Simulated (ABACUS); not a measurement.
# Ta: equation of state with PBE

The system is Ta.

```
Ta
1.0
    -1.65128    1.65128    1.65128
     1.65128   -1.65128    1.65128
     1.65128    1.65128   -1.65128
Ta
1
Direct
  0.00000 0.00000 0.00000
```

| Item | Value |
| --- | --- |
| Program | ABACUS 3.10.1 |
| Task | equation of state |
| Functional | PBE |
| Potentials or basis | PseudoDojo NC FR 0.4 PBE stringent |
| Cutoff | 1796 eV |
| Density cutoff | 7184 eV |
| Basis | DZP LCAO (the cutoffs set its grid) |
| k mesh | 7 × 7 × 7 |
| Occupations | fermi-dirac, width 0.05 eV |
| Spin | spin-orbit coupling, no magnetisation |
| Orbital files | Ta Ta_confined-atom_7au_3s2p2d2f.orb |
| Radial cutoff of the potentials (pseudo_rcut) | 10 bohr |
| SCF threshold on the density | 1e-07 |
| Max SCF steps | 100 |
| Eigensolver | scalapack_gvx |
| Mixing | broyden |
| Mixing share | 0.4 |
| Symmetry key | 0 |
| Bands | 36 |

- Equilibrium volume: 17.84 Å³/atom
- Bulk modulus: 212 GPa
- Pressure derivative of the bulk modulus: 5.5 (rough: it moves with the points fitted)

Energy against volume, from the lowest point:
| volume (Å³/atom) | energy (meV/atom) |
| --- | --- |
| 16.930 | 33.30 |
| 17.290 | 10.98 |
| 17.650 | 0.06 |
| 18.010 | 0.00 |
| 18.371 | 8.82 |
| 18.731 | 25.20 |
| 19.091 | 49.09 |

All runs of the series together: 5.1 min on 4 threads of Intel(R) Xeon(R) Platinum 8488C (Sapphire Rapids), with other jobs on the host.

Caveat: the k mesh is coarse (spacing up to 0.38 Å⁻¹), so the values aren't converged; the atomic orbitals were generated for these runs and aren't a published set; the basis of atomic orbitals isn't converged, which shifts pressures, moduli and gaps.
